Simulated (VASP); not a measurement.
# CdS (F-43m) in VASP: further runs

Runs on CdS. Level: PBE. Tasks: relaxation of cell and atoms, single point.

Program: VASP 6.6.1. These are calculated values, not measurements. Logs are shortened: lines on timing, memory, paths and dates and some standing lists are left out, and cuts for length are marked.

### Step 1. Starting point

The structure is cubic, space group F-43m (No. 216). The conventional cell has a = 5.840 Å, b = 5.840 Å, c = 5.840 Å, α = 90.00°, β = 90.00°, γ = 90.00°. Cd (site symmetry -43m) has 4 S at 2.53 Å as nearest neighbours. Around S (site symmetry -43m) lie 4 Cd at 2.53 Å.

The cell was built by a generator and needn't be a form met in nature.

### Step 2. Relaxation of cell and atoms, PBE

INCAR

```
PREC     = Accurate       # precision mode
ENCUT    = 600            # plane-wave cutoff, eV
EDIFF    = 1E-6           # SCF threshold, eV
ISMEAR   = 0              # smearing method
SIGMA    = 0.02           # smearing width, eV
LREAL    = False          # projectors in reciprocal space
LASPH    = True           # aspherical terms in the spheres
NELM     = 100            # most SCF steps
ALGO     = Normal         # electronic algorithm
ISIF     = 3              # what is computed and relaxed
LWAVE    = False          # write WAVECAR
LCHARG   = False          # write CHGCAR
GGA      = PE             # functional
IBRION   = 2              # ionic algorithm
NSW      = 100            # ionic steps
EDIFFG   = -0.002         # ionic threshold
```

KPOINTS

```
regular mesh
0
Gamma
  8 8 8
```

POSCAR

```
CdS
1.0
    0.0000000000      2.9200000000      2.9200000000
    2.9200000000      0.0000000000      2.9200000000
    2.9200000000      2.9200000000      0.0000000000
Cd S
1 1
Direct
    0.0000000000      0.0000000000      0.0000000000
    0.2500000000      0.2500000000      0.2500000000
```

Potentials or basis: VASP PAW PBE potentials, release 64 (Cd, S).

Launch:

```bash
$ cat potpaw_PBE.64/Cd/POTCAR potpaw_PBE.64/S/POTCAR > POTCAR
$ mpirun -np 1 vasp_std > vasp.out
```

OUTCAR:

```text
PREC = Accurate
   ENCUT = 600
   EDIFF = 1E-6
   ISMEAR = 0
   LREAL = False
   LASPH = True
   NELM = 100
   ISIF = 3
   GGA = PE
   IBRION = 2
   NSW = 100
   EDIFFG = -0.002

 ion  position               nearest neighbor table
   1  0.000  0.000  0.000-   2 2.53   2 2.53   2 2.53   2 2.53
   2  0.250  0.250  0.250-   1 2.53   1 2.53   1 2.53   1 2.53

  LATTYP: Found a face centered cubic cell.
 ALAT       =     5.8400000000

  Lattice vectors:

 A1 = (   0.0000000000,   2.9200000000,   2.9200000000)
 A2 = (   2.9200000000,   0.0000000000,   2.9200000000)
 A3 = (   2.9200000000,   2.9200000000,   0.0000000000)

Analysis of symmetry for initial positions (statically):
=====================================================================
 Subroutine PRICEL returns:
 Original cell was already a primitive cell.

 Routine SETGRP: Setting up the symmetry group for a
 face centered cubic supercell.

 Subroutine GETGRP returns: Found 24 space group operations
 (whereof 24 operations were pure point group operations)
 out of a pool of 48 trial point group operations.

The static configuration has the point symmetry T_d .

Analysis of symmetry for dynamics (positions and initial velocities):
=====================================================================
 Subroutine PRICEL returns:
 Original cell was already a primitive cell.

 Routine SETGRP: Setting up the symmetry group for a
 face centered cubic supercell.

 Subroutine GETGRP returns: Found 24 space group operations
 (whereof 24 operations were pure point group operations)
 out of a pool of 48 trial point group operations.

The dynamic configuration has the point symmetry T_d .

 Subroutine INISYM returns: Found 24 space group operations
 (whereof 24 operations are pure point group operations),
 and found     1 'primitive' translations

----------------------------------------------------------------------------------------

                                     Primitive cell

  volume of cell :      49.7942

  direct lattice vectors                    reciprocal lattice vectors
     0.000000000  2.920000000  2.920000000    -0.171232877  0.171232877  0.171232877
     2.920000000  0.000000000  2.920000000     0.171232877 -0.171232877  0.171232877
     2.920000000  2.920000000  0.000000000     0.171232877  0.171232877 -0.171232877

  length of vectors
     4.129503602  4.129503602  4.129503602     0.296584042  0.296584042  0.296584042

  position of ions in fractional coordinates (direct lattice)
     0.000000000  0.000000000  0.000000000
     0.250000000  0.250000000  0.250000000

  ion indices of the primitive-cell ions
   primitive index   ion index
                 1           1
                 2           2

----------------------------------------------------------------------------------------

 KPOINTS: regular mesh

Automatic generation of k-mesh.
 Grid dimensions read from file:
 generate k-points for:    8    8    8

 Generating k-lattice:

  Cartesian coordinates                     Fractional coordinates (reciprocal lattice)
    -0.021404110  0.021404110  0.021404110     0.125000000  0.000000000  0.000000000
     0.021404110 -0.021404110  0.021404110     0.000000000  0.125000000  0.000000000
     0.021404110  0.021404110 -0.021404110     0.000000000  0.000000000  0.125000000

  Length of vectors
     0.037073005  0.037073005  0.037073005

  Shift w.r.t. Gamma in fractional coordinates (k-lattice)
     0.000000000  0.000000000  0.000000000

 Subroutine IBZKPT returns following result:
 ===========================================

 Found     29 irreducible k-points:

 Following reciprocal coordinates:
            Coordinates               Weight
  0.000000  0.000000  0.000000      1.000000
  0.125000  0.000000  0.000000      8.000000
  0.250000  0.000000  0.000000      8.000000
  0.375000  0.000000  0.000000      8.000000
  0.500000  0.000000  0.000000      4.000000
  0.125000  0.125000  0.000000      6.000000
[... 16 lines left out ...]
  0.500000  0.250000  0.125000     48.000000
 -0.375000  0.250000  0.125000     24.000000
 [... further k-points ...]
   k-points           NKPTS =     29   k-points in BZ     NKDIM =     29   number of bands    NBANDS=     13
   number of dos      NEDOS =    301   number of ions     NIONS =      2
   total plane-waves  NPLWV =  46656
   dimension x,y,z NGX =    36 NGY =   36 NGZ =   36
   dimension x,y,z NGXF=    72 NGYF=   72 NGZF=   72
   ions per type =               1   1
   NGX,Y,Z   is equivalent  to a cutoff of  14.49, 14.49, 14.49 a.u.
   NGXF,Y,Z  is equivalent  to a cutoff of  28.99, 28.99, 28.99 a.u.
 SYSTEM =  unknown system
   PREC   = accura    normal or accurate (medium, high low for compatibility)
   ISTART =      0    job   : 0-new  1-cont  2-samecut
   ICHARG =      2    charge: 1-file 2-atom 10-const
   ISPIN  =      1    spin polarized calculation?
   LNONCOLLINEAR =      F non collinear calculations
   LSORBIT =      F    spin-orbit coupling
   LASPH  =      T    aspherical Exc in radial PAW
   ENCUT  =  600.0 eV  44.10 Ry    6.64 a.u.   8.25  8.25  8.25*2*pi/ulx,y,z
   NELM   =    100;   NELMIN=  2; NELMDL= -5     # of ELM steps
   EDIFF  = 0.1E-05   stopping-criterion for ELM
   LREAL  =      F    real-space projection
   EDIFFG = -.2E-02   stopping-criterion for IOM
   NSW    =    100    number of steps for IOM
   IBRION =      2    ionic relax: 0-MD 1-quasi-New 2-CG
   NFREE  =      1    steps in history (QN), initial steepest desc. (CG)
   ISIF   =      3    stress and relaxation
   ISYM   =      2    0-nonsym 1-usesym 2-fastsym
   POTIM  = 0.5000    time-step for ionic-motion
   TEBEG  =    0.0;   TEEND  =   0.0 temperature during run
   PSTRESS=    0.0 pullay stress
   NELECT =      18.0000    total number of electrons
   NUPDOWN=      -1.0000    fix difference up-down
   EMIN   =  10.00;   EMAX   =-10.00  energy-range for DOS
   EFERMI =   0.00;   METHOD = LEGACY
   ISMEAR =     0;   SIGMA  =   0.02  broadening in eV -4-tet -1-fermi 0-gaus
   EFERMI_NEDOS =   21; number of points for ismear=-14 and -15
   IALGO  =     38    algorithm
   IMIX   =      4    mixing-type and parameters
     AMIX     =   0.40;   BMIX     =  1.00
     AMIX_MAG =   1.60;   BMIX_MAG =  1.00
  volume/ion in A,a.u.               =      24.90       168.01
  Fermi-wavevector in a.u.,A,eV,Ry     =   1.166199  2.203797 18.504210  1.360021
  Thomas-Fermi vector in A             =   2.302716
   LORBIT       =      0    0 simple, 1 ext, 2 COOP (PROOUT), +10 PAW based schemes
   GGA     = PE    functional components
   LHFCALC =     F    Hartree Fock is set to
   AEXX    =    0.0000 exact exchange contribution
   IVDW    =     0    specifies the selected vdW correction
   LEPSILON=     F    determine dielectric tensor
   LRPA    =     F    only Hartree local field effects (RPA)
 conjugate gradient relaxation of ions
 non-spin polarized calculation
 Gauss-broadening in eV      SIGMA  =   0.02
  energy-cutoff  :      600.00
  volume of cell :       49.79
 maximum number of plane-waves:      1687
 NGX is ok and might be reduce to    36
   NGX = 17   NGY = 17   NGZ = 17

--------------------------------------- Ionic step        1  -------------------------------------------

 number of electron      17.9999999 magnetization

 Free energy of the ion-electron system (eV)
  ---------------------------------------------------
  ext. energy  EPLUGINS =         0.00000000
  ---------------------------------------------------
  free energy    TOTEN  =        -6.12462548 eV

  energy without entropy =       -6.12462548  energy(sigma->0) =       -6.12462548

------------------------ aborting loop because EDIFF is reached ----------------------------------------

  FORCE on cell =-STRESS in cart. coord.  units (eV):
  Direction    XX          YY          ZZ          XY          YZ          ZX
  --------------------------------------------------------------------------------------
  -------------------------------------------------------------------------------------
  Total        0.9123254      0.9123254      0.9123254     -0.0000000      0.0000000     -0.0000000
  in kB       29.3549816     29.3549816     29.3549816     -0.0000000      0.0000000     -0.0000000
  external PRESSURE =      29.3549816 kB  Pullay stress =       0.0000000 kB
[... 129 lines left out ...]
  energy  without entropy=       -6.1464962493  energy(sigma->0) =       -6.14649625

--------------------------------------- Ionic step        5  -------------------------------------------

 number of electron      17.9999999 magnetization

 Free energy of the ion-electron system (eV)
  ---------------------------------------------------
  ext. energy  EPLUGINS =         0.00000000
  ---------------------------------------------------
  free energy    TOTEN  =        -6.14650142 eV

  energy without entropy =       -6.14650142  energy(sigma->0) =       -6.14650142

 E-fermi :   1.0013     XC(G=0):  -8.9064

 val. band max:        0.8803663828   @ k =   0.0000   0.0000   0.0000
 cond. band min:       1.9136404348   @ k =   0.0000   0.0000   0.0000
 fundamental gap:      1.0332740520
 Fermi energy:         1.0012658180

 k-point     1 :       0.0000    0.0000    0.0000
  band No.  band energies     occupation
      1     -11.1820      2.00000
      2      -6.6732      2.00000
      3      -6.6732      2.00000
      4      -6.6732      2.00000
      5      -6.2616      2.00000
      6      -6.2616      2.00000
      7       0.8804      2.00000
      8       0.8804      2.00000
      9       0.8804      2.00000
     10       1.9136      0.00000
     11       7.4308      0.00000
     12       7.4308      0.00000
     13       7.4308      0.00000
[... 353 lines left out ...]
 k-point    24 :      -0.3750    0.2500    0.1250
  band No.  band energies     occupation
      1     -10.7465      2.00000
      2      -6.5297      2.00000
      3      -6.4978      2.00000
      4      -6.2816      2.00000
      5      -6.2380      2.00000
      6      -5.8268      2.00000
      7      -2.9553      2.00000
      8      -0.8949      2.00000
      9      -0.2239      2.00000
     10       5.1070      0.00000
     11       6.7272      0.00000
     12       8.0018      0.00000
     13       9.1487      0.00000

 [... further k-points ...]

------------------------ aborting loop because EDIFF is reached ----------------------------------------

  FORCE on cell =-STRESS in cart. coord.  units (eV):
  Direction    XX          YY          ZZ          XY          YZ          ZX
  --------------------------------------------------------------------------------------
  -------------------------------------------------------------------------------------
  Total       -0.0032432     -0.0032432     -0.0032432      0.0000000      0.0000000      0.0000000
  in kB       -0.0993858     -0.0993858     -0.0993858      0.0000000      0.0000000      0.0000000
  external PRESSURE =      -0.0993858 kB  Pullay stress =       0.0000000 kB
[... 17 lines left out ...]
  FREE ENERGIE OF THE ION-ELECTRON SYSTEM (eV)
  ---------------------------------------------------
  free  energy   TOTEN  =        -6.1465014171 eV

  energy  without entropy=       -6.1465014171  energy(sigma->0) =       -6.14650142

 reached required accuracy - stopping structural energy minimisation
```

Run time: 98 s. Hardware: 1 thread of Intel Xeon Platinum 8375C at 2.90GHz (Ice Lake), shared host; peak memory 0.22 GiB.

Results:

* Free energy: -6.1465 eV
* Relaxed volume: 26.14 Å³/atom
* Relaxed cell: a = 4.197 Å, b = 4.197 Å, c = 4.197 Å, α = 60.00°, β = 60.00°, γ = 60.00°
* Space group after relaxing (to 0.05 Å): F-43m (No. 216)
* Energy gained by relaxing: 10.9 meV/atom
* Ionic steps: 5
* Pressure after relaxing: 0.0 GPa
* Band gap on the k mesh: 1.03 eV, direct

The path:
```tsv
step	energy change (eV)	largest force (eV/Å)	pressure (GPa)	volume (Å³)
1	0.0000	0.0000	2.94	49.79
2	-0.0196	0.0000	-0.83	53.15
3	-0.0219	0.0000	0.03	52.29
4	-0.0219	0.0000	-0.05	52.34
5	-0.0219	0.0000	-0.01	52.28
```

Final structure:
```xyz
2
Lattice="0.0000 2.9679 2.9679 2.9679 0.0000 2.9679 2.9679 2.9679 0.0000" Properties=species:S:1:pos:R:3 pbc="T T T"
Cd    0.0000    0.0000    0.0000
S     1.4839    1.4839    1.4839
```

PBE gaps usually lie below the measured ones, often by a third to a half.

### Step 3. Single point, PBE

This run uses another cell than the first one, of 26.03 Å³/atom, 1.045 times its volume.

INCAR

```
SYSTEM = CdS
  PREC = Accurate
  ENCUT = 520
  EDIFF = 1E-6
  ISMEAR = 0
  SIGMA = 0.02
  LREAL = .FALSE.
  LASPH = .TRUE.
  NELM = 100
  ALGO = Normal
  ISIF = 2
  LWAVE = .FALSE.
  LCHARG = .FALSE.
  GGA = PE
  NBANDS = 16
```

KPOINTS

```
Automatic mesh
0
G
  8 8 8
  0 0 0
```

POSCAR

```
CdS
1.0
    0.0000000000      2.9634773788      2.9634773788
    2.9634773788      0.0000000000      2.9634773788
    2.9634773788      2.9634773788      0.0000000000
Cd S
1 1
Direct
    0.0000000000      0.0000000000      0.0000000000
    0.2500000000      0.2500000000      0.2500000000
```

Potentials or basis: VASP PAW PBE potentials, release 64 (Cd, S).

Launch:

```bash
$ cat potpaw_PBE.64/Cd/POTCAR potpaw_PBE.64/S/POTCAR > POTCAR
$ mpirun -np 1 vasp_std > vasp.out
```

OUTCAR:

```text
SYSTEM = CdS
   PREC = Accurate
   ENCUT = 520
   EDIFF = 1E-6
   ISMEAR = 0
   LREAL = .FALSE.
   LASPH = .TRUE.
   NELM = 100
   ISIF = 2
   GGA = PE

 ion  position               nearest neighbor table
   1  0.000  0.000  0.000-   2 2.57   2 2.57   2 2.57   2 2.57
   2  0.250  0.250  0.250-   1 2.57   1 2.57   1 2.57   1 2.57

  LATTYP: Found a face centered cubic cell.
 ALAT       =     5.9269547576

  Lattice vectors:

 A1 = (   0.0000000000,   2.9634773788,   2.9634773788)
 A2 = (   2.9634773788,   0.0000000000,   2.9634773788)
 A3 = (   2.9634773788,   2.9634773788,   0.0000000000)

Analysis of symmetry for initial positions (statically):
=====================================================================
 Subroutine PRICEL returns:
 Original cell was already a primitive cell.

 Routine SETGRP: Setting up the symmetry group for a
 face centered cubic supercell.

 Subroutine GETGRP returns: Found 24 space group operations
 (whereof 24 operations were pure point group operations)
 out of a pool of 48 trial point group operations.

The static configuration has the point symmetry T_d .

Analysis of symmetry for dynamics (positions and initial velocities):
[... 163 lines left out ...]
 cond. band min:       1.9591525279   @ k =   0.0000   0.0000   0.0000
 fundamental gap:      1.0431187355
 Fermi energy:         1.0597621860

 k-point     1 :       0.0000    0.0000    0.0000
  band No.  band energies     occupation
      1     -11.1713      2.00000
      2      -6.6516      2.00000
      3      -6.6516      2.00000
      4      -6.6516      2.00000
      5      -6.2346      2.00000
      6      -6.2346      2.00000
[... 433 lines left out ...]
      3      -6.4741      2.00000
      4      -6.2551      2.00000
      5      -6.2108      2.00000
      6      -5.7950      2.00000
[... 8 lines left out ...]
     15      13.0857      0.00000
     16      13.9285      0.00000

 [... further k-points ...]

------------------------ aborting loop because EDIFF is reached ----------------------------------------

  FORCE on cell =-STRESS in cart. coord.  units (eV):
  Direction    XX          YY          ZZ          XY          YZ          ZX
  --------------------------------------------------------------------------------------
  -------------------------------------------------------------------------------------
  Total        0.0914909      0.0914909      0.0914909      0.0000000     -0.0000000      0.0000000
  in kB        2.8161361      2.8161361      2.8161361      0.0000000     -0.0000000      0.0000000
  external PRESSURE =       2.8161361 kB  Pullay stress =       0.0000000 kB

 VOLUME and BASIS-vectors are now :
 -----------------------------------------------------------------------------
  energy-cutoff  :      520.00
  volume of cell :       52.05
      direct lattice vectors                 reciprocal lattice vectors
     0.000000000  2.963477379  2.963477379    -0.168720707  0.168720707  0.168720707
     2.963477379  0.000000000  2.963477379     0.168720707 -0.168720707  0.168720707
     2.963477379  2.963477379  0.000000000     0.168720707  0.168720707 -0.168720707

 POSITION                                       TOTAL-FORCE (eV/Angst)
 -----------------------------------------------------------------------------------
      0.00000      0.00000      0.00000        -0.000000      0.000000     -0.000000
      1.48174      1.48174      1.48174         0.000000     -0.000000      0.000000
 -----------------------------------------------------------------------------------
    total drift:                               -0.000000     -0.000000     -0.000000

  FREE ENERGIE OF THE ION-ELECTRON SYSTEM (eV)
  ---------------------------------------------------
  free  energy   TOTEN  =        -6.1471973224 eV

  energy  without entropy=       -6.1471973224  energy(sigma->0) =       -6.14719732
```

Run time: 34 s. Hardware: 1 thread of Intel Xeon Platinum 8375C at 2.90GHz (Ice Lake), shared host; peak memory 0.18 GiB.

What came out:

```yaml
Free_energy: -6.1472 eV
Pressure: 0.3 GPa
Band_gap_on_the_k_mesh: 1.04 eV, direct
```

Levels at points of the mesh, in eV from the valence-band top:
```
           k point  band 5  band 6  band 7  band 8  band 9  band 10  band 11  band 12  band 13  band 14
(0.00, 0.00, 0.00)   -7.15   -7.15    0.00    0.00    0.00     1.04     6.55     6.55     6.55    11.17
(0.50, 0.00, 0.00)   -7.12   -6.81   -4.12   -0.68   -0.68     2.94     7.01     7.01     7.33    10.94
(0.50, 0.50, 0.00)   -7.08   -6.75   -3.75   -1.72   -1.72     3.63     4.28     9.04    10.49    10.49
```
